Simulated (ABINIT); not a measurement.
# TaN (Fm-3m) in ABINIT: a series of runs

The runs below take TaN through band structure, equation of state, with PW91, BLYP, PBEsol, LDA-PZ.

Everything below comes from runs of ABINIT 10.8.3 (patched build). Logs are shortened: lines on timing, memory, paths and dates and some standing lists are left out, and cuts for length are marked. The log counts tension as positive stress, the text compression.

**1. Starting point**

It takes space group Fm-3m (No. 225, cubic). The conventional cell has a = 4.423 Å, b = 4.423 Å, c = 4.423 Å, α = 90.00°, β = 90.00°, γ = 90.00°. Around Ta (site symmetry m-3m) lie 6 N at 2.21 Å. N (site symmetry m-3m) has 6 Ta at 2.21 Å as nearest neighbours.

The cell comes from a database or a generator and needn't be the stable form of this composition.

**2. Band structure, PW91**

The input, run.abi:

```
# Datasets: ground state, then fixed potential
ndtset 2

# Pseudopotentials
pp_dirpath "./"
pseudos "Ta.GGA_PBE-JTH.xml, N.GGA_PBE-JTH.xml"

# Structure
acell 3*1.0 Angstrom
rprim
     0.0000000000     2.2113230000     2.2113230000
     2.2113230000     0.0000000000     2.2113230000
     2.2113230000     2.2113230000     0.0000000000
ntypat 2
znucl 73 7
natom 2
typat 1 2
xred
     0.5000000000     0.5000000000     0.5000000000
     0.0000000000     0.0000000000     0.0000000000

# Plane-wave basis
ecut 26.0
pawecutdg 48.0

# Exchange and correlation
ixc -109134

# Bands and occupations
occopt 3
tsmear 0.00183747

# SCF cycle
nstep 100

# Output
iomode 3
prtwf 0
prteig 0
prtebands 0
enunit 1
prtden1 1

# Dataset 1
kptopt1 1
ngkpt1 10 10 10
nshiftk1 1
shiftk1 0.0 0.0 0.0
nband1 13
tolvrs1 1.0e-9

# Dataset 2: bands along G-X-W-K-G-L-U-W-L-K
iscf2 -2
getden2 1
nband2 19
nbdbuf2 4
tolwfr2 1.0e-11
kptopt2 -9
ndivsm2 6
prteig2 1
prtvol2 -3
kptbounds2
     0.0000000000     0.0000000000     0.0000000000
     0.5000000000     0.0000000000     0.5000000000
     0.5000000000     0.2500000000     0.7500000000
     0.3750000000     0.3750000000     0.7500000000
     0.0000000000     0.0000000000     0.0000000000
     0.5000000000     0.5000000000     0.5000000000
     0.6250000000     0.2500000000     0.6250000000
     0.5000000000     0.2500000000     0.7500000000
     0.5000000000     0.5000000000     0.5000000000
     0.3750000000     0.3750000000     0.7500000000
```

Potentials or basis: JTH PAW PBE v2.0.

Run with:

```
$ abinit run.abi > log 2>&1
```

run.abo:

```text
.Version 10.8.3 of ABINIT
 DATASET    1 : space group Fm -3 m (#225); Bravais cF (face-center cubic)
================================================================================
 Values of the parameters that define the memory need for DATASET  1.
     intxc =       0    ionmov =       0      iscf =      17    lmnmax =      18
     lnmax =       6     mgfft =      30  mpssoang =       3    mqgrid =    3001
     natom =       2  nloc_mem =       2    nspden =       1   nspinor =       1
    nsppol =       1      nsym =      48    n1xccc =       1    ntypat =       2
    occopt =       3   xclevel =       2
       mpw =         938          nfft =       27000          nkpt =          47
 PAW method is used; the additional fine FFT grid is defined by:
   mgfftf=        40    nfftf =     64000
================================================================================
================================================================================

 DATASET    2 : space group Fm -3 m (#225); Bravais cF (face-center cubic)
================================================================================
 Values of the parameters that define the memory need for DATASET  2.
     intxc =       0    ionmov =       0      iscf =      -2    lmnmax =      18
     lnmax =       6     mgfft =      30  mpssoang =       3    mqgrid =    3001
     natom =       2  nloc_mem =       2    nspden =       1   nspinor =       1
    nsppol =       1      nsym =      48    n1xccc =       1    ntypat =       2
    occopt =       3   xclevel =       2
       mpw =         942          nfft =       27000          nkpt =         103
 PAW method is used; the additional fine FFT grid is defined by:
   mgfftf=        40    nfftf =     64000
================================================================================
================================================================================

--------------------------------------------------------------------------------
------------- Echo of variables that govern the present computation ------------
--------------------------------------------------------------------------------
 -outvars: echo values of preprocessed input variables --------
            acell      1.8897261259E+00  1.8897261259E+00  1.8897261259E+00 Bohr
              amu      1.80947900E+02  1.40067400E+01
             ecut      2.60000000E+01 Hartree
           enunit           1
           getden1          0
           getden2          1
             iscf1         17
             iscf2         -2
              ixc     -109134
           jdtset        1    2
           kptopt1          1
           kptopt2         -9
         kptrlatt       10    0    0      0   10    0      0    0   10
          kptrlen1     5.90970835E+01
          kptrlen2     3.00000000E+01
            natom           2
            nband1         13
            nband2         19
           nbdbuf1          0
           nbdbuf2          4
           ndtset           2
           ndivsm1          0
           ndivsm2          6
            ngfft          30      30      30
          ngfftdg          40      40      40
             nkpt1         47
             nkpt2        103
            nstep         100
             nsym          48
           ntypat           2
           occopt           3
        pawecutdg      4.80000000E+01 Hartree
         pawxcdev           0
        prtebands           0
           prteig1          0
           prteig2          1
           prtvol1          0
           prtvol2         -3
            prtwf           0
            rprim      0.0000000000E+00  2.2113230000E+00  2.2113230000E+00
                       2.2113230000E+00  0.0000000000E+00  2.2113230000E+00
                       2.2113230000E+00  2.2113230000E+00  0.0000000000E+00
           shiftk1     0.00000000E+00  0.00000000E+00  0.00000000E+00
           shiftk2     5.00000000E-01  5.00000000E-01  5.00000000E-01
          spgroup         225
           tolvrs1     1.00000000E-09
           tolvrs2     0.00000000E+00
           tolwfr1     0.00000000E+00
           tolwfr2     1.00000000E-11
           tsmear      1.83747000E-03 Hartree
            typat      1  2
           useylm           1
           xangst      2.2113230000E+00  2.2113230000E+00  2.2113230000E+00
                       0.0000000000E+00  0.0000000000E+00  0.0000000000E+00
            xcart      4.1787948459E+00  4.1787948459E+00  4.1787948459E+00
                       0.0000000000E+00  0.0000000000E+00  0.0000000000E+00
             xred      5.0000000000E-01  5.0000000000E-01  5.0000000000E-01
                       0.0000000000E+00  0.0000000000E+00  0.0000000000E+00
            znucl       73.00000    7.00000

================================================================================

[... 227 lines left out ...]
 Real(R)+Recip(G) space primitive vectors, cartesian coordinates (Bohr,Bohr^-1):
 R(1)=  0.0000000  4.1787948  4.1787948  G(1)= -0.1196517  0.1196517  0.1196517
 R(2)=  4.1787948  0.0000000  4.1787948  G(2)=  0.1196517 -0.1196517  0.1196517
 R(3)=  4.1787948  4.1787948  0.0000000  G(3)=  0.1196517  0.1196517 -0.1196517
 Unit cell volume ucvol=  1.4594296E+02 bohr^3
 Angles (23,13,12)=  6.00000000E+01  6.00000000E+01  6.00000000E+01 degrees

 Coarse grid specifications (used for wave-functions):

 getcut: wavevector=  0.0000  0.0000  0.0000  ngfft=  30  30  30
         ecut(hartree)=     26.000   => boxcut(ratio)=   2.21404

 getcut : COMMENT -
  Note that boxcut > 2.2 ; recall that boxcut=Gcut(box)/Gcut(sphere) = 2
  is sufficient for exact treatment of convolution.
  Such a large boxcut is a waste : you could raise ecut
  e.g. ecut=   31.862819 Hartrees makes boxcut=2

 Fine grid specifications (used for densities):

 getcut: wavevector=  0.0000  0.0000  0.0000  ngfft=  40  40  40
         ecut(hartree)=     48.000   => boxcut(ratio)=   2.17024
--------------------------------------------------------------------------------

================================================================================
 Non-SCF case, kpt    1 (  0.00000  0.00000  0.00000), residuals and eigenvalues=
  5.09E-12  5.79E-12  5.66E-12  5.21E-12  7.95E-12  5.78E-12  9.27E-12  3.06E-12
  3.31E-12  8.39E-12  2.08E-12  3.90E-12  7.41E-12  8.86E-12  2.55E-12  3.63E-08
  2.07E-06  9.71E-06  1.55E-07
 -2.3369E+00 -1.0947E+00 -1.0947E+00 -1.0947E+00 -4.6347E-01  8.4189E-02
  8.4189E-02  8.4189E-02  1.4703E-01  1.4703E-01  1.4703E-01  2.2465E-01
  2.2465E-01  2.7488E-01  5.7134E-01  1.0972E+00  1.0972E+00  1.0972E+00
  1.1789E+00
 Non-SCF case, kpt    2 (  0.02941  0.00000  0.02941), residuals and eigenvalues=
  8.29E-12  6.68E-12  7.56E-12  5.30E-12  5.17E-12  7.24E-12  4.13E-12  3.64E-12
  4.74E-12  4.85E-12  5.67E-12  8.21E-12  8.76E-12  4.74E-12  1.63E-12  1.72E-07
[... 799 lines left out ...]
  5.82E-12  2.73E-12  6.32E-12  7.37E-12  3.13E-12  4.24E-12  1.72E-12  6.17E-12
  8.08E-12  9.96E-09  7.23E-08
 -2.3344E+00 -1.1151E+00 -1.1113E+00 -1.1016E+00 -3.9341E-01 -6.6470E-02
 -2.5514E-02 -7.8485E-03  1.5722E-01  3.0443E-01  3.0726E-01  3.8321E-01
  4.1729E-01  5.3419E-01  6.0215E-01  6.7882E-01  8.0170E-01  9.4553E-01
  9.7609E-01
 Non-SCF case, kpt  103 (  0.37500  0.37500  0.75000), residuals and eigenvalues=
  1.84E-12  2.44E-12  3.00E-12  8.87E-12  2.49E-12  3.75E-12  7.61E-12  2.24E-12
  3.37E-12  1.26E-12  9.61E-12  5.25E-12  5.44E-12  8.57E-12  4.56E-12  6.89E-12
  5.79E-10  6.49E-07  4.27E-06
 -2.3344E+00 -1.1154E+00 -1.1110E+00 -1.1021E+00 -3.9713E-01 -5.5670E-02
 -2.4536E-02 -9.3654E-04  1.4280E-01  3.1080E-01  3.1351E-01  3.8457E-01
  4.0223E-01  5.2293E-01  5.9846E-01  6.9370E-01  8.0859E-01  9.4141E-01
  9.7217E-01

--- !ResultsGS
iteration_state: {dtset: 2, }
comment   : Summary of ground state results
lattice_vectors:
- [  0.0000000,   4.1787948,   4.1787948, ]
- [  4.1787948,   0.0000000,   4.1787948, ]
- [  4.1787948,   4.1787948,   0.0000000, ]
lattice_lengths: [   5.90971,    5.90971,    5.90971, ]
lattice_angles: [ 60.000,  60.000,  60.000, ] # degrees, (23, 13, 12)
lattice_volume:   1.4594296E+02
convergence: {deltae:  0.000E+00, res2:  0.000E+00, residm:  9.998E-12, diffor:  0.000E+00, }
etotal    :  -6.91529405E+01
entropy   :   0.00000000E+00
fermie    :   2.23699274E-01
cartesian_stress_tensor: null
pressure_GPa: null
xred      :
- [  5.0000E-01,   5.0000E-01,   5.0000E-01, Ta]
- [  0.0000E+00,   0.0000E+00,   0.0000E+00,  N]
cartesian_forces: null
force_length_stats: {min: null, max: null, mean: null, }
...

 Integrated electronic density in atomic spheres:
 ------------------------------------------------
 Atom  Sphere_radius  Integrated_density
    1        2.41973         10.71104861
    2        1.20497          2.55151590

================================================================================

 ----iterations are completed or convergence reached----

 Mean square residual over all n,k,spin=   52.561E-13; max=  99.982E-13
 reduced coordinates (array xred) for    2 atoms
       0.500000000000      0.500000000000      0.500000000000
       0.000000000000      0.000000000000      0.000000000000

 cartesian coordinates (angstrom) at end:
    1      2.21132300000000     2.21132300000000     2.21132300000000
    2      0.00000000000000     0.00000000000000     0.00000000000000
 length scales=  1.889726125908  1.889726125908  1.889726125908 bohr
              =  1.000000000000  1.000000000000  1.000000000000 angstroms
 Eigenvalues (   eV  ) for nkpt= 103  k points:
 kpt#   1, nband= 19, wtk=  1.00000, kpt=  0.0000  0.0000  0.0000 (reduced coord)
 -63.58894  -29.78957  -29.78957  -29.78957  -12.61153    2.29090    2.29090    2.29090
   4.00085    4.00085    4.00085    6.11300    6.11300    7.47978   15.54697   29.85508
  29.85510   29.85526   32.07938
 kpt#   2, nband= 19, wtk=  1.00000, kpt=  0.0294  0.0000  0.0294 (reduced coord)
 -63.58836  -29.79644  -29.79185  -29.79185  -12.58469    2.05577    2.22155    2.22155
   3.95816    4.11352    4.11352    6.12714    6.31618    7.57705   15.63274   29.39691
  29.39691   29.87041   31.72045
 kpt#   3, nband= 19, wtk=  1.00000, kpt=  0.0588  0.0000  0.0588 (reduced coord)
 -63.58665  -29.81678  -29.79861  -29.79861  -12.50597    1.49212    2.05637    2.05637
   3.83452    4.40746    4.40746    6.16931    6.70929    7.94191   15.88518   28.49073
  28.49073   29.91617   30.76192
 kpt#   4, nband= 19, wtk=  1.00000, kpt=  0.0882  0.0000  0.0882 (reduced coord)
 -63.58385  -29.84947  -29.80960  -29.80960  -12.38050    0.80594    1.86162    1.86162
   3.64188    4.81291    4.81291    6.23869    7.01269    8.64383   16.29095   27.48890
  27.48890   29.46066   29.99292
 kpt#   5, nband= 19, wtk=  1.00000, kpt=  0.1176  0.0000  0.1176 (reduced coord)
[... 381 lines left out ...]
   5.14617    7.94439    8.08799   10.73183   12.08630   14.74121   15.85995   18.60835
  20.81331   26.87221   26.94633
 kpt# 101, nband= 19, wtk=  1.00000, kpt=  0.4000  0.4000  0.7000 (reduced coord)
 -63.52485  -30.37216  -30.20418  -29.96160  -10.58633   -2.14633   -0.74551   -0.40430
   4.70138    8.10412    8.21008   10.52765   11.73663   14.76199   16.15269   18.42660
  21.37528   26.20077   26.71535
 kpt# 102, nband= 19, wtk=  1.00000, kpt=  0.3875  0.3875  0.7250 (reduced coord)
 -63.52336  -30.34446  -30.23970  -29.97667  -10.70520   -1.80875   -0.69426   -0.21357
   4.27820    8.28406    8.36086   10.42780   11.35517   14.53604   16.38544   18.47172
  21.81545   25.72918   26.56083
 kpt# 103, nband= 19, wtk=  1.00000, kpt=  0.3750  0.3750  0.7500 (reduced coord)
 -63.52247  -30.35049  -30.23319  -29.98954  -10.80656   -1.51485   -0.66765   -0.02548
   3.88568    8.45720    8.53108   10.46473   10.94533   14.22957   16.28482   18.87640
  22.00289   25.61705   26.45412

== END DATASET(S) ==============================================================
================================================================================

 -outvars: echo values of variables after computation  --------
            acell      1.8897261259E+00  1.8897261259E+00  1.8897261259E+00 Bohr
           etotal1    -6.9152940501E+01
            fcart1    -0.0000000000E+00 -0.0000000000E+00 -0.0000000000E+00
                      -0.0000000000E+00 -0.0000000000E+00 -0.0000000000E+00
            rprim      0.0000000000E+00  2.2113230000E+00  2.2113230000E+00
                       2.2113230000E+00  0.0000000000E+00  2.2113230000E+00
                       2.2113230000E+00  2.2113230000E+00  0.0000000000E+00
           strten1     4.9892432179E-05  4.9892432179E-05  4.9892432179E-05
                       0.0000000000E+00  0.0000000000E+00  0.0000000000E+00
           xangst      2.2113230000E+00  2.2113230000E+00  2.2113230000E+00
                       0.0000000000E+00  0.0000000000E+00  0.0000000000E+00
             xred      5.0000000000E-01  5.0000000000E-01  5.0000000000E-01
                       0.0000000000E+00  0.0000000000E+00  0.0000000000E+00
 Calculation completed.
```

It took 81 s on 1 thread of Arm Neoverse V1, shared host; peak memory 0.13 GiB.

Results:

```
Free energy                                           : -1881.7474 eV
Pressure                                              : -1.5 GPa
Band gap on the k mesh                                : none (metal or under the smearing width)
Valence electrons inside the program's atomic spheres : Ta 10.71; N 2.55
```

Levels at the corners of the path, in eV from the Fermi level:
```tsv
point	band 7	band 8	band 9	band 10	band 11	band 12
Γ	-3.80	-3.80	-2.09	-2.09	-2.09	0.03
X	-5.35	-4.61	-4.61	2.02	3.39	3.39
W	-6.72	-6.72	-0.21	-0.21	3.40	3.88
K	-6.75	-6.11	-2.20	2.37	2.44	4.38
Γ	-3.80	-3.80	-2.09	-2.09	-2.09	0.03
L	-7.47	-7.47	1.80	1.80	1.90	3.81
U	-6.75	-6.11	-2.20	2.37	2.44	4.38
W	-6.72	-6.72	-0.21	-0.21	3.40	3.88
L	-7.47	-7.47	1.80	1.80	1.90	3.81
K	-6.75	-6.11	-2.20	2.37	2.44	4.38
```

Caveat: the highest band is partly filled, so the run has too few bands; the PAW data sets were made with another functional, which shifts forces and pressure a little; spin-orbit coupling is left out, which moves the levels of the heavy elements.

**3. Band structure, BLYP, spin-orbit coupling, no magnetisation**

run.abi: that of step 2 with these lines changed.

```diff
@@ -8,7 +8,7 @@
 # Structure
-acell 3*1.0 Angstrom
+acell 3*1.0
 rprim
-     0.0000000000     2.2113230000     2.2113230000
-     2.2113230000     0.0000000000     2.2113230000
-     2.2113230000     2.2113230000     0.0000000000
+     0.0000000000     4.1787948431     4.1787948431
+     4.1787948431     0.0000000000     4.1787948431
+     4.1787948431     4.1787948431     0.0000000000
 ntypat 2
@@ -17,5 +17,5 @@
 typat 1 2
-xred
-     0.5000000000     0.5000000000     0.5000000000
-     0.0000000000     0.0000000000     0.0000000000
+xcart
+     2.2113230000     2.2113230000     2.2113230000
+     0.0000000000     0.0000000000     0.0000000000 Angstrom
 
@@ -26,3 +26,3 @@
 # Exchange and correlation
-ixc -109134
+ixc -106131
 
@@ -31,2 +31,7 @@
 tsmear 0.00183747
+
+# Spin
+nspinor 2
+nspden 1
+pawspnorb 1
 
@@ -40,3 +45,2 @@
 prtebands 0
-enunit 1
 prtden1 1
@@ -44,3 +48,3 @@
 # Dataset 1
-kptopt1 1
+kptopt1 4
 ngkpt1 10 10 10
@@ -48,3 +52,3 @@
 shiftk1 0.0 0.0 0.0
-nband1 13
+nband1 26
 tolvrs1 1.0e-9
@@ -54,4 +58,4 @@
 getden2 1
-nband2 19
-nbdbuf2 4
+nband2 38
+nbdbuf2 8
 tolwfr2 1.0e-11
```

Potentials or basis: JTH PAW PBE v2.0.

Run with:

```
$ abinit run.abi > log 2>&1
```

Run time: 6.7 min. Hardware: 1 thread of Arm Neoverse V1, shared host; peak memory 0.21 GiB.

The run converged. Its results:

* Free energy: -1877.9297 eV
* Pressure: 10.7 GPa
* Band gap on the k mesh: none (metal or under the smearing width)
* Valence electrons inside the program's atomic spheres: Ta 10.73; N 2.58

Levels at the corners of the path, in eV from the Fermi level:
```tsv
point	band 16	band 17	band 18	band 19	band 20	band 21
Γ	-3.73	-2.21	-2.21	-2.21	-2.21	-1.83
X	-4.68	-4.38	-4.38	1.94	1.94	2.96
W	-6.33	-0.28	-0.28	-0.13	-0.13	3.13
K	-6.03	-2.15	-2.15	2.13	2.13	2.49
Γ	-3.73	-2.21	-2.21	-2.21	-2.21	-1.83
L	-7.40	1.59	1.59	1.65	1.65	2.08
U	-6.03	-2.15	-2.15	2.13	2.13	2.49
W	-6.33	-0.28	-0.28	-0.13	-0.13	3.13
L	-7.40	1.59	1.59	1.65	1.65	2.08
K	-6.03	-2.15	-2.15	2.13	2.13	2.49
```

Caveat: the highest band is partly filled, so the run has too few bands; the PAW data sets were made with another functional, which shifts forces and pressure a little.

**4. Band structure, PBEsol**

run.abi: that of step 3 with these lines changed.

```diff
@@ -17,5 +17,5 @@
 typat 1 2
-xcart
-     2.2113230000     2.2113230000     2.2113230000
-     0.0000000000     0.0000000000     0.0000000000 Angstrom
+xred
+     0.5000000000     0.5000000000     0.5000000000
+     0.0000000000     0.0000000000     0.0000000000
 
@@ -26,3 +26,3 @@
 # Exchange and correlation
-ixc -106131
+ixc -116133
 
@@ -30,8 +30,3 @@
 occopt 3
-tsmear 0.00183747
-
-# Spin
-nspinor 2
-nspden 1
-pawspnorb 1
+tsmear 0.05 eV
 
@@ -45,2 +40,3 @@
 prtebands 0
+enunit 1
 prtden1 1
@@ -48,3 +44,3 @@
 # Dataset 1
-kptopt1 4
+kptopt1 1
 ngkpt1 10 10 10
@@ -52,3 +48,3 @@
 shiftk1 0.0 0.0 0.0
-nband1 26
+nband1 13
 tolvrs1 1.0e-9
@@ -58,4 +54,4 @@
 getden2 1
-nband2 38
-nbdbuf2 8
+nband2 19
+nbdbuf2 4
 tolwfr2 1.0e-11
```

Run with:

```
$ abinit run.abi > log 2>&1
```

Run time: 80 s. Hardware: 1 thread of Arm Neoverse V1, shared host; peak memory 0.13 GiB.

The run converged. Its results:

```
Free energy                                           : -1880.2367 eV
Pressure                                              : -10.5 GPa
Band gap on the k mesh                                : none (metal or under the smearing width)
Valence electrons inside the program's atomic spheres : Ta 10.72; N 2.53
```

Levels at the corners of the path, in eV from the Fermi level:
```tsv
point	band 6	band 7	band 8	band 9	band 10	band 11	band 12	band 13
Γ	-3.76	-3.76	-3.76	-2.11	-2.11	-2.11	0.00	0.00
X	-6.62	-5.41	-4.59	-4.59	2.01	3.44	3.44	4.36
W	-7.38	-6.74	-6.74	-0.20	-0.20	3.45	3.91	4.34
K	-7.63	-6.77	-6.11	-2.22	2.40	2.47	4.40	4.88
Γ	-3.76	-3.76	-3.76	-2.11	-2.11	-2.11	0.00	0.00
L	-10.28	-7.48	-7.48	1.83	1.83	1.93	3.71	7.36
U	-7.63	-6.77	-6.11	-2.22	2.40	2.47	4.40	4.88
W	-7.38	-6.74	-6.74	-0.20	-0.20	3.45	3.91	4.34
L	-10.28	-7.48	-7.48	1.83	1.83	1.93	3.71	7.36
K	-7.63	-6.77	-6.11	-2.22	2.40	2.47	4.40	4.88
```

Caveat: the highest band is partly filled, so the run has too few bands; the PAW data sets were made with another functional, which shifts forces and pressure a little; spin-orbit coupling is left out, which moves the levels of the heavy elements.

(Part 1 of 2 ends here.)
